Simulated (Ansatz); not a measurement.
The system is Ti.

```
Ti
1.0
     2.95000    0.00000    0.00000
    -1.47500    2.55477    0.00000
     0.00000    0.00000    4.68000
Ti
2
Direct
  0.66667 0.33333 0.75000
  0.33333 0.66667 0.25000
```

Base run:

* Program: Ansatz 0.2.0
* Functional: PBE
* Potentials or basis: Ansatz PAW
* Cutoff: 420 eV
* Density cutoff: 1680 eV
* k mesh: 10 × 10 × 6
* Occupations: fermi-dirac, width 0.05 eV
* Spin: no spin polarisation

Its results: band gap on the k mesh none (metal or under the smearing width); pressure -1.5 GPa.

Question: After a change of settings the same cell gave: band gap on the k mesh none (metal or under the smearing width); pressure 0.8 GPa. Which change was it?
A. functional from PBE to LDA
B. occupations from fermi-dirac, width 0.05 eV to gaussian, width 0.018 eV
C. functional from PBE to revPBE

Answer: C.

revPBE binds less tightly than PBE, so the same cell stands under more pressure.

Caveats: the potentials were made for another functional, which shifts forces and pressure (some runs); the PAW data sets come from PBE, with cores solved anew for the run's functional, which leaves a small shift of forces and pressure (some runs).

Not every run made on this cell is shown here.
